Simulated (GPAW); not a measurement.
Runs of GPAW 26.7.0 on Ni. Symmetry: Im-3m, No. 229, cubic system. Conventional cell: a = 2.767 Å, b = 2.767 Å, c = 2.767 Å, α = 90.00°, β = 90.00°, γ = 90.00°. Ni (site symmetry m-3m) has 8 Ni at 2.40 Å as nearest neighbours. This isn't the form of Ni at room conditions, which is fcc.

```tsv
level	potentials or basis	eigensolver	gap on the mesh (eV)	pressure (GPa)	moment (μB)
LDA	the program's PAW data sets (release 1.2.1) made for this functional, pw	-	none	(c)	(a)
PBE	GPAW PAW data sets (gpaw-data 1.2.1), pw	-	none	9.8	0.59
AM05	PAW data sets generated in the run's folder for this functional, pw	-	none	-1.0	0.59
WC	PAW data sets generated in the run's folder for this functional, pw	-	none	(b)	0.57
revPBE	the program's PAW data sets (release 1.2.1) made for this functional, pw	-	none	14.5	0.59
BLYP	PAW data sets generated in the run's folder for this functional, pw	davidson	none	18.4	0.54
PBEsol	PAW data sets generated in the run's folder for this functional, pw	-	none	0.1	0.58
RPBE	the program's PAW data sets (release 1.2.1) made for this functional, pw	-	none	16.2	0.59
```

Alike in all rows: task hyperfine couplings; spin collinear, ferromagnetic start; cell as given; k mesh 13 × 13 × 13; cutoff (eV) 510; smearing fermi-dirac 0.05 eV.

Q: Fill in the values left out.

A: (a) 0.53; (b) 0.8; (c) -8.8.

Caveats: the cutoff is short for stress and forces, so pressures can be off by a GPa or more; the dipolar part lacks the spin inside other atoms' spheres; the stock nickel data set gives pressures a few GPa off other programs.

A gap of «none» marks a metal or a gap under the smearing width.
